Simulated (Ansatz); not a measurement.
## MgO, single point

MgO is taken as an experimental structure (space group Fm-3m), 2 atoms in the cell. Source: COD entry 9006471; it may be a high-temperature, high-pressure or metastable form.

Theory: Ansatz, DFT, PBE, PAW, plane waves, scalar-relativistic.

Input file:

```yaml
crystal:
  lattice:
    - [0.0, 2.17125, 2.17125]
    - [2.17125, 0.0, 2.17125]
    - [2.17125, 2.17125, 0.0]
  atoms:
    - { symbol: Mg, position: [0.0, 0.0, 0.0] }
    - { symbol: O, position: [0.5, 0.5, 0.5] }
hamiltonian:
  xc: pbe
  pseudopotentials: { kind: paw }
basis:
  ecutwfc: 420
kpoints:
  mp_grid: { grid: [9, 9, 9] }
scf:
  occupations: { method: fermi_dirac, width: 0.02 }
  lower_state_search: "off"
  max_iter: 10
output:
  forces: true
  stress: true
```

Command:
```sh
ansatz run input.yaml --threads 2 --pin off --max-ram 5120MiB --backend cpu --events-out ev --progress --plain --runs-dir out
```

What the program printed (shortened):

```
Pseudopotentials: kind: paw
Pseudopotential: Mg, paw, valence charge 10, recommended cutoff 420 eV (normal), Mg.paw.azcp
Pseudopotential: O, paw, valence charge 6, recommended cutoff 420 eV (normal), O.paw.azcp
Functional definition: PBE
Crystal: 2 atoms, lattice volume = 20.472 Å³
Basis set: ecut = 420 eV, 411 PW (Γ), exchange–correlation on 48×48×48 points (8 copies of the dense FFT grid, shifted against one another)
Bands: 12, of which v1, the nominal top of the filled ones, is band 8 counted from 1 (7 counted from 0)
Symmetry: 48 space group operations
Space group: Fm-3m (ITA 225), of the structure as read, at distance tolerance 2.7e-5 Å
k-points: 35 of 729
Non-local potential: Mg, projectors of the file, l = 0: 3, l = 1: 2, l = 2: 1
Non-local potential: O, projectors of the file, l = 0: 2, l = 1: 2, l = 2: 1
Initial density: superposition of atomic densities (neutral atoms: chi_scale 0, normalization atom), corrected by the library's trained network
Initial wavefunctions: pseudopotential atomic-orbital guess
Functional: x = pbe(κ = 0.804, μ = 0.2195149727645171), c = pbe(β = 0.06672455060314922)
SCF iter   1: F=—  HF=-2494.105772 eV  |F-HF|=—  |Δ(HF+E_count)|=         —  Δρ=1.03e-3  dr2=1.63e-4  ethr=1.77e-3  ⟨swp⟩=6.0  Hψ=2492  notcnv=0
preconditioner: auto → none  [insulator: Δε(μ)=3.910 eV  Ē_g=17.515 eV  σ=0.020 eV  W_gap=1.00  n_scr=8 (ndim 8)  ℏωp=23.2 eV  f_vac=0.000  D(μ)=0.00/eV (n_scr^D=0)  ε∞_Penn≈2.8]
SCF iter   2: F=—  HF=-2494.106065 eV  |F-HF|=—  |Δ(HF+E_count)|=   2.93e-4  Δρ=4.07e-4  dr2=1.30e-5  ethr=1.02e-6  ⟨swp⟩=2.9  Hψ=1107  notcnv=0
SCF iter   3: F=—  HF=-2494.106074 eV  |F-HF|=—  |Δ(HF+E_count)|=   8.62e-6  Δρ=1.97e-4  dr2=2.03e-6  ethr=8.15e-8  ⟨swp⟩=2.2  Hψ=510  notcnv=0
SCF iter   4: F=—  HF=-2494.106091 eV  |F-HF|=—  |Δ(HF+E_count)|=   1.74e-5  Δρ=4.72e-5  dr2=3.39e-7  ethr=1.27e-8  ⟨swp⟩=2.0  Hψ=560  notcnv=0
SCF iter   5: F=-2494.106091 eV  HF=-2494.106091 eV  |F-HF|=7.02e-8  |Δ(HF+E_count)|=   2.21e-8  Δρ=2.26e-5  dr2=8.35e-8  ethr=6.25e-10  ⟨swp⟩=4.0  Hψ=1249  notcnv=0
SCF 1 converged in 5 iterations: F = -2494.106091 eV  dr2 = 8.35e-8
  greatest PAW one-centre occupation: 1.000 electrons in one spin orbital (limit 2), on the Mg atom at site 0 (counted from 0), in its partial waves of l = 0
SCF converged after 5 iterations
Stability not checked: this state was not tested for a lower state beside it, because too few of the mixer's solves of this state at the end of the SCF gave a reading for the test (the SCF was short, the solves that were read can be of a state that the SCF has left, the mixer's history had been emptied shortly bef [...]
Free energy (F): -2494.106091 eV
Harris-Foulkes:  -2494.106091 eV  (|F-HF|=7.02e-8)
Internal energy: -2494.106091 eV  (E = F + TS)
E sigma→0 (E₀):  -2494.106091 eV
Fermi energy:    9.015500 eV
--- Per-component energies (eV) ---
  E_band       = -311.033923
  E_kinetic    = 253.325888
  E_local      = -1659.501242  (includes V_loc(G=0)·N_el)
  E_nonlocal   = 142.651632
  E_hartree    = 574.779198
  E_xc         = -104.477878
  E_vxc        = -133.821571  (∫ρ·V_xc dr)
  E_paw        = -450.248841  (= ΣΔE_a)
  E_vpaw       = -63.243457  (= ΣTr[D̂ρ^β])
  E_aug_tail   = 0.002446  (compensation charges beyond the density's cutoff)
  E_ewald      = -1250.637293
  E_smearing   = -0.000000  (= −TS)
  E_closure    = 0.000000  (closes the sum)
  Σ components = -2494.106091   (vs F -2494.106091, Δ=0.00e0)
--- Forces (eV/Å), atoms counted from 1 ---
  atom   1  Mg    -0.00000000     0.00000000     0.00000000
  atom   2  O      0.00000000    -0.00000000     0.00000000
  max |Σ_I F_I| component: 1.42e-29 eV/Å
--- Stress (GPa, compression-positive) ---
       -8.126560      -0.000000       0.000000
       -0.000000      -8.126560       0.000000
        0.000000      -0.000000      -8.126560
  P = ⅓ Tr σ = -8.1266 GPa (-81.266 kbar)
```

Gaps of semilocal functionals run low against measured ones.

The run took 0.45 s on 2 threads of Arm Neoverse V1 (shared host), peak memory 0.25 GiB.
